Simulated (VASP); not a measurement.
# ZnS (F-43m) in VASP: a series of runs

Runs on ZnS. Level: PBE. Tasks: relaxation of the atoms.

All numbers are computed with VASP 6.6.1; they aren't measurements. Logs are shortened: lines on timing, memory, paths and dates and some standing lists are left out, and cuts for length are marked.

**Experimental background.**

“Electronic, vibrational, and thermodynamic properties of ZnS (zincblende and rocksalt structure)”, 2009, arxiv:0911.5022 quotes, for a bulk crystal of ZnS at 19 K: band gap 3.85 eV (direct).

The results are compared with them further down.

## Step 1: Starting point

Symmetry: F-43m, No. 216, cubic system. Conventional cell: a = 5.444 Å, b = 5.444 Å, c = 5.444 Å, α = 90.00°, β = 90.00°, γ = 90.00°. Zn (site symmetry -43m) is surrounded by 4 S at 2.36 Å. S (site symmetry -43m) is surrounded by 4 Zn at 2.36 Å.

## Step 2: Relaxation of the atoms, PBE (a relaxed cell with its volume scaled by 0.96)

Contents of INCAR:

```
SYSTEM = ZnS
PREC     = Accurate       ! precision mode
ENCUT    = 300            ! plane-wave cutoff, eV
EDIFF    = 1E-7           ! SCF threshold, eV
ISMEAR   = 0              ! smearing method
SIGMA    = 0.03           ! smearing width, eV
LREAL    = .FALSE.        ! projectors in reciprocal space
LASPH    = .TRUE.         ! aspherical terms in the spheres
NELM     = 80             ! most SCF steps
ALGO     = Fast           ! electronic algorithm
ISIF     = 2              ! what is computed and relaxed
LWAVE    = .FALSE.        ! write WAVECAR
LCHARG   = .FALSE.        ! write CHGCAR
GGA      = PE             ! functional
IBRION   = 2              ! ionic algorithm
NSW      = 40             ! ionic steps
EDIFFG   = -0.01          ! ionic threshold
```

Contents of KPOINTS:

```
Automatic mesh
0
G
  5 5 5
  0 0 0
```

Contents of POSCAR:

```
ZnS                                     
1.0
   -0.0000000000      2.6853560421      2.6853560421
    2.6853560421     -0.0000000000      2.6853560421
    2.6853560421      2.6853560421     -0.0000000000
  Zn              S             
     1     1
Direct
     0.2500000000000000    0.2500000000000000    0.2500000000000000
     0.0000000000000000    1.0000000000000000    1.0000000000000000
```

Potentials or basis: VASP PAW PBE potentials, release 64 (Zn, S).

On the command line:

```bash
$ cat potpaw_PBE.64/Zn/POTCAR potpaw_PBE.64/S/POTCAR > POTCAR
$ mpirun -np 1 vasp_std > vasp.out
```

OUTCAR:

```text
SYSTEM = ZnS
   PREC = Accurate
   ENCUT = 300
   EDIFF = 1E-7
   ISMEAR = 0
   LREAL = .FALSE.
   LASPH = .TRUE.
   NELM = 80
   ISIF = 2
   GGA = PE
   IBRION = 2
   NSW = 40
   EDIFFG = -0.01

 ion  position               nearest neighbor table
   1  0.250  0.250  0.250-   2 2.33   2 2.33   2 2.33   2 2.33
   2  0.000  0.000  0.000-   1 2.33   1 2.33   1 2.33   1 2.33

  LATTYP: Found a face centered cubic cell.
 ALAT       =     5.3707120842

  Lattice vectors:

 A1 = (   0.0000000000,   2.6853560421,   2.6853560421)
 A2 = (   2.6853560421,   0.0000000000,   2.6853560421)
 A3 = (   2.6853560421,   2.6853560421,   0.0000000000)

Analysis of symmetry for initial positions (statically):
=====================================================================
 Subroutine PRICEL returns:
 Original cell was already a primitive cell.

 Routine SETGRP: Setting up the symmetry group for a
 face centered cubic supercell.

 Subroutine GETGRP returns: Found 24 space group operations
 (whereof 24 operations were pure point group operations)
 out of a pool of 48 trial point group operations.

The static configuration has the point symmetry T_d .

Analysis of symmetry for dynamics (positions and initial velocities):
=====================================================================
 Subroutine PRICEL returns:
 Original cell was already a primitive cell.

 Routine SETGRP: Setting up the symmetry group for a
 face centered cubic supercell.

 Subroutine GETGRP returns: Found 24 space group operations
 (whereof 24 operations were pure point group operations)
 out of a pool of 48 trial point group operations.

The dynamic configuration has the point symmetry T_d .

 Subroutine INISYM returns: Found 24 space group operations
 (whereof 24 operations are pure point group operations),
 and found     1 'primitive' translations

----------------------------------------------------------------------------------------

                                     Primitive cell

  volume of cell :      38.7289

  direct lattice vectors                    reciprocal lattice vectors
     0.000000000  2.685356042  2.685356042    -0.186195049  0.186195049  0.186195049
     2.685356042  0.000000000  2.685356042     0.186195049 -0.186195049  0.186195049
     2.685356042  2.685356042  0.000000000     0.186195049  0.186195049 -0.186195049

  length of vectors
     3.797666935  3.797666935  3.797666935     0.322499285  0.322499285  0.322499285

  position of ions in fractional coordinates (direct lattice)
     0.250000000  0.250000000  0.250000000
     0.000000000  0.000000000  0.000000000

  ion indices of the primitive-cell ions
   primitive index   ion index
                 1           1
                 2           2

----------------------------------------------------------------------------------------

 KPOINTS: Automatic mesh

Automatic generation of k-mesh.
 Grid dimensions read from file:
 generate k-points for:    5    5    5

 Generating k-lattice:

  Cartesian coordinates                     Fractional coordinates (reciprocal lattice)
    -0.037239010  0.037239010  0.037239010     0.200000000  0.000000000  0.000000000
     0.037239010 -0.037239010  0.037239010     0.000000000  0.200000000  0.000000000
     0.037239010  0.037239010 -0.037239010     0.000000000  0.000000000  0.200000000

  Length of vectors
     0.064499857  0.064499857  0.064499857

  Shift w.r.t. Gamma in fractional coordinates (k-lattice)
     0.000000000  0.000000000  0.000000000

 Subroutine IBZKPT returns following result:
 ===========================================

 Found     10 irreducible k-points:

 Following reciprocal coordinates:
            Coordinates               Weight
  0.000000  0.000000  0.000000      1.000000
  0.200000  0.000000  0.000000      8.000000
  0.400000  0.000000  0.000000      8.000000
  0.200000  0.200000  0.000000      6.000000
  0.400000  0.200000  0.000000     24.000000
 -0.400000  0.200000  0.000000     24.000000
 -0.200000  0.200000  0.000000     12.000000
  0.400000  0.400000  0.000000      6.000000
 -0.400000  0.400000  0.000000     12.000000
 -0.400000  0.400000  0.200000     24.000000
   k-points           NKPTS =     10   k-points in BZ     NKDIM =     10   number of bands    NBANDS=     13
   number of dos      NEDOS =    301   number of ions     NIONS =      2
   total plane-waves  NPLWV =  13824
   dimension x,y,z NGX =    24 NGY =   24 NGZ =   24
   dimension x,y,z NGXF=    48 NGYF=   48 NGZF=   48
   ions per type =               1   1
   NGX,Y,Z   is equivalent  to a cutoff of  10.51, 10.51, 10.51 a.u.
   NGXF,Y,Z  is equivalent  to a cutoff of  21.01, 21.01, 21.01 a.u.
 SYSTEM =  ZnS
   PREC   = accura    normal or accurate (medium, high low for compatibility)
   ISTART =      0    job   : 0-new  1-cont  2-samecut
   ICHARG =      2    charge: 1-file 2-atom 10-const
   ISPIN  =      1    spin polarized calculation?
   LNONCOLLINEAR =      F non collinear calculations
   LSORBIT =      F    spin-orbit coupling
   LASPH  =      T    aspherical Exc in radial PAW
   ENCUT  =  300.0 eV  22.05 Ry    4.70 a.u.   5.36  5.36  5.36*2*pi/ulx,y,z
   NELM   =     80;   NELMIN=  2; NELMDL= -5     # of ELM steps
   EDIFF  = 0.1E-06   stopping-criterion for ELM
   LREAL  =      F    real-space projection
   EDIFFG = -.1E-01   stopping-criterion for IOM
   NSW    =     40    number of steps for IOM
   IBRION =      2    ionic relax: 0-MD 1-quasi-New 2-CG
   NFREE  =      1    steps in history (QN), initial steepest desc. (CG)
   ISIF   =      2    stress and relaxation
   ISYM   =      2    0-nonsym 1-usesym 2-fastsym
   POTIM  = 0.5000    time-step for ionic-motion
   TEBEG  =    0.0;   TEEND  =   0.0 temperature during run
   PSTRESS=    0.0 pullay stress
   NELECT =      18.0000    total number of electrons
   NUPDOWN=      -1.0000    fix difference up-down
   EMIN   =  10.00;   EMAX   =-10.00  energy-range for DOS
   EFERMI =   0.00;   METHOD = LEGACY
   ISMEAR =     0;   SIGMA  =   0.03  broadening in eV -4-tet -1-fermi 0-gaus
   EFERMI_NEDOS =   21; number of points for ismear=-14 and -15
   IALGO  =     68    algorithm
   IMIX   =      4    mixing-type and parameters
     AMIX     =   0.40;   BMIX     =  1.00
     AMIX_MAG =   1.60;   BMIX_MAG =  1.00
  volume/ion in A,a.u.               =      19.36       130.68
  Fermi-wavevector in a.u.,A,eV,Ry     =   1.268101  2.396363 21.879253  1.608080
  Thomas-Fermi vector in A             =   2.401214
   LORBIT       =      0    0 simple, 1 ext, 2 COOP (PROOUT), +10 PAW based schemes
   GGA     = PE    functional components
   LHFCALC =     F    Hartree Fock is set to
   AEXX    =    0.0000 exact exchange contribution
   IVDW    =     0    specifies the selected vdW correction
   LEPSILON=     F    determine dielectric tensor
   LRPA    =     F    only Hartree local field effects (RPA)
 conjugate gradient relaxation of ions
 non-spin polarized calculation
 RMM-DIIS sequential band-by-band and
 Gauss-broadening in eV      SIGMA  =   0.03
  energy-cutoff  :      300.00
  volume of cell :       38.73
 maximum number of plane-waves:       467
 NGX is ok and might be reduce to    24
   NGX = 11   NGY = 11   NGZ = 11

 number of electron      17.9999972 magnetization

 Free energy of the ion-electron system (eV)
  ---------------------------------------------------
  ext. energy  EPLUGINS =         0.00000000
  ---------------------------------------------------
  free energy    TOTEN  =        -6.82065193 eV

  energy without entropy =       -6.82065193  energy(sigma->0) =       -6.82065193

 E-fermi :   2.4898     XC(G=0):  -9.7155

 val. band max:        2.2953444349   @ k =   0.0000   0.0000   0.0000
 cond. band min:       4.4810321419   @ k =   0.0000   0.0000   0.0000
 fundamental gap:      2.1856877070
 Fermi energy:         2.4898239703

 k-point     1 :       0.0000    0.0000    0.0000
  band No.  band energies     occupation
      1     -10.9827      2.00000
      2      -4.1102      2.00000
      3      -4.1102      2.00000
      4      -4.1102      2.00000
      5      -3.5876      2.00000
      6      -3.5876      2.00000
      7       2.2953      2.00000
      8       2.2953      2.00000
      9       2.2953      2.00000
     10       4.4810      0.00000
     11       8.6745      0.00000
     12       8.6745      0.00000
     13       8.6745      0.00000

 k-point     2 :       0.2000    0.0000    0.0000
  band No.  band energies     occupation
      1     -10.6887      2.00000
      2      -4.0974      2.00000
      3      -4.0602      2.00000
      4      -4.0602      2.00000
      5      -3.5890      2.00000
      6      -3.5890      2.00000
      7       0.1147      2.00000
      8       1.9497      2.00000
      9       1.9497      2.00000
     10       5.7297      0.00000
     11       8.8583      0.00000
     12       9.1976      0.00000
     13       9.1976      0.00000

 k-point     3 :       0.4000    0.0000    0.0000
  band No.  band energies     occupation
      1     -10.1291      2.00000
      2      -3.9979      2.00000
      3      -3.9979      2.00000
      4      -3.7742      2.00000
      5      -3.5642      2.00000
      6      -3.5642      2.00000
      7      -2.3999      2.00000
      8       1.4736      2.00000
      9       1.4736      2.00000
     10       5.6883      0.00000
     11       9.2668      0.00000
     12       9.2668      0.00000
     13      10.8470      0.00000
[... 81 lines left out ...]
 k-point     9 :      -0.4000    0.4000    0.0000
  band No.  band energies     occupation
      1      -9.7033      2.00000
      2      -4.0638      2.00000
      3      -3.7934      2.00000
      4      -3.7252      2.00000
      5      -3.5378      2.00000
      6      -3.2481      2.00000
      7      -2.3907      2.00000
      8      -0.7460      2.00000
      9       0.2841      2.00000
     10       6.2267      0.00000
     11       7.7193      0.00000
     12      12.1067      0.00000
     13      12.6443      0.00000

 k-point    10 :      -0.4000    0.4000    0.2000
  band No.  band energies     occupation
      1      -9.7812      2.00000
      2      -3.9899      2.00000
      3      -3.8736      2.00000
      4      -3.7054      2.00000
      5      -3.5725      2.00000
      6      -3.3511      2.00000
      7      -2.1971      2.00000
      8      -0.6049      2.00000
      9       0.1919      2.00000
     10       7.7711      0.00000
     11       8.0533      0.00000
     12       9.5231      0.00000
     13      12.2655      0.00000

------------------------ aborting loop because EDIFF is reached ----------------------------------------

  FORCE on cell =-STRESS in cart. coord.  units (eV):
  Direction    XX          YY          ZZ          XY          YZ          ZX
  --------------------------------------------------------------------------------------
  -------------------------------------------------------------------------------------
  Total        0.7500459      0.7500459      0.7500459     -0.0000000     -0.0000000      0.0000000
  in kB       31.0286432     31.0286432     31.0286432     -0.0000000     -0.0000000      0.0000000
  external PRESSURE =      31.0286432 kB  Pullay stress =       0.0000000 kB

 VOLUME and BASIS-vectors are now :
 -----------------------------------------------------------------------------
  energy-cutoff  :      300.00
  volume of cell :       38.73
      direct lattice vectors                 reciprocal lattice vectors
     0.000000000  2.685356042  2.685356042    -0.186195049  0.186195049  0.186195049
     2.685356042  0.000000000  2.685356042     0.186195049 -0.186195049  0.186195049
     2.685356042  2.685356042  0.000000000     0.186195049  0.186195049 -0.186195049

 POSITION                                       TOTAL-FORCE (eV/Angst)
 -----------------------------------------------------------------------------------
      1.34268      1.34268      1.34268        -0.000000      0.000000     -0.000000
      0.00000      0.00000      0.00000         0.000000     -0.000000      0.000000
 -----------------------------------------------------------------------------------
    total drift:                                0.000001      0.000001      0.000001

  FREE ENERGIE OF THE ION-ELECTRON SYSTEM (eV)
  ---------------------------------------------------
  free  energy   TOTEN  =        -6.8206519312 eV

  energy  without entropy=       -6.8206519312  energy(sigma->0) =       -6.82065193

 reached required accuracy - stopping structural energy minimisation
```

Run time: 6.6 s. Hardware: 1 thread of Intel Xeon Platinum 8488C (Sapphire Rapids), shared host; peak memory 0.12 GiB.

Results:

| Item | Value |
| --- | --- |
| Free energy | -6.8207 eV |
| Band gap on the k mesh | 2.19 eV, direct |

Final structure:
```cif
data_structure
_symmetry_space_group_name_H-M 'P 1'
_symmetry_Int_Tables_number 1
_cell_length_a 3.7977
_cell_length_b 3.7977
_cell_length_c 3.7977
_cell_angle_alpha 60.000
_cell_angle_beta 60.000
_cell_angle_gamma 60.000
_cell_volume 38.73
loop_
_atom_site_label
_atom_site_type_symbol
_atom_site_fract_x
_atom_site_fract_y
_atom_site_fract_z
_atom_site_occupancy
Zn1 Zn 0.25000 0.25000 0.25000 1
S1 S 0.00000 0.00000 0.00000 1
```

Levels at points of the mesh, in eV from the valence-band top:
```csv
k point,band 5,band 6,band 7,band 8,band 9,band 10,band 11,band 12,band 13
"(0.00, 0.00, 0.00)",-5.88,-5.88,0.00,0.00,0.00,2.19,6.38,6.38,6.38
```

Caveat: the cutoff is under 1.25 times the usual one of these potentials, so pressure, stress and relaxed cells hold a basis-set (Pulay) error; the relaxation stopped at its first step, so nothing moved.

## Step 3: Relaxation of the atoms, PBE (a relaxed cell with its volume scaled by 0.98)

INCAR is that of step 2.

KPOINTS is that of step 2.

Contents of POSCAR:

```
ZnS                                     
1.0
   -0.0000000000      2.7038763242      2.7038763242
    2.7038763242     -0.0000000000      2.7038763242
    2.7038763242      2.7038763242     -0.0000000000
  Zn              S             
     1     1
Direct
     0.2500000000000000    0.2500000000000000    0.2500000000000000
     0.0000000000000000    1.0000000000000000    1.0000000000000000
```

Potentials or basis: VASP PAW PBE potentials, release 64 (Zn, S).

On the command line:

```bash
$ cat potpaw_PBE.64/Zn/POTCAR potpaw_PBE.64/S/POTCAR > POTCAR
$ mpirun -np 1 vasp_std > vasp.out
```

It took 6.6 s on 1 thread of Intel Xeon Platinum 8488C (Sapphire Rapids), shared host; peak memory 0.13 GiB.

It converged, with:

| Item | Value |
| --- | --- |
| Free energy | -6.8332 eV |
| Band gap on the k mesh | 2.09 eV, direct |

Final structure:
```yaml
crystal:
  lattice:
    - [0.00000, 2.70388, 2.70388]
    - [2.70388, 0.00000, 2.70388]
    - [2.70388, 2.70388, 0.00000]
  atoms:
    - { symbol: Zn, position: [0.25000, 0.25000, 0.25000] }
    - { symbol: S, position: [0.00000, 0.00000, 0.00000] }
```

Levels at points of the mesh, in eV from the valence-band top:
```tsv
k point	band 6	band 7	band 8	band 9	band 10	band 11	band 12	band 13
(0.00, 0.00, 0.00)	-5.82	0.00	0.00	0.00	2.09	6.39	6.39	6.39
```

Caveat: the cutoff is under 1.25 times the usual one of these potentials, so pressure, stress and relaxed cells hold a basis-set (Pulay) error; the relaxation stopped at its first step, so nothing moved.

## Step 4: Relaxation of the atoms, PBE

INCAR is that of step 3.

KPOINTS is that of step 3.

Contents of POSCAR:

```
ZnS                                     
1.0
   -0.0000000000      2.7221463130      2.7221463130
    2.7221463130     -0.0000000000      2.7221463130
    2.7221463130      2.7221463130     -0.0000000000
  Zn              S             
     1     1
Direct
     0.2500000000000000    0.2500000000000000    0.2500000000000000
     0.0000000000000000    1.0000000000000000    1.0000000000000000
```

On the command line:

```bash
$ cat potpaw_PBE.64/Zn/POTCAR potpaw_PBE.64/S/POTCAR > POTCAR
$ mpirun -np 1 vasp_std > vasp.out
```

It took 6.7 s on 1 thread of Intel Xeon Platinum 8488C (Sapphire Rapids), shared host; peak memory 0.13 GiB.

It converged, with:

* Free energy: -6.8381 eV
* Band gap on the k mesh: 2.01 eV, direct

Final structure:
```cif
data_structure
_symmetry_space_group_name_H-M 'P 1'
_symmetry_Int_Tables_number 1
_cell_length_a 3.8497
_cell_length_b 3.8497
_cell_length_c 3.8497
_cell_angle_alpha 60.000
_cell_angle_beta 60.000
_cell_angle_gamma 60.000
_cell_volume 40.34
loop_
_atom_site_label
_atom_site_type_symbol
_atom_site_fract_x
_atom_site_fract_y
_atom_site_fract_z
_atom_site_occupancy
Zn1 Zn 0.25000 0.25000 0.25000 1
S1 S 0.00000 0.00000 0.00000 1
```

Levels at points of the mesh, in eV from the valence-band top:
```csv
k point,band 6,band 7,band 8,band 9,band 10,band 11,band 12,band 13
"(0.00, 0.00, 0.00)",-5.77,0.00,0.00,0.00,2.01,6.40,6.40,6.40
```

Caveat: the cutoff is under 1.25 times the usual one of these potentials, so pressure, stress and relaxed cells hold a basis-set (Pulay) error; the relaxation stopped at its first step, so nothing moved.

(Part 1 of 3 ends here.)
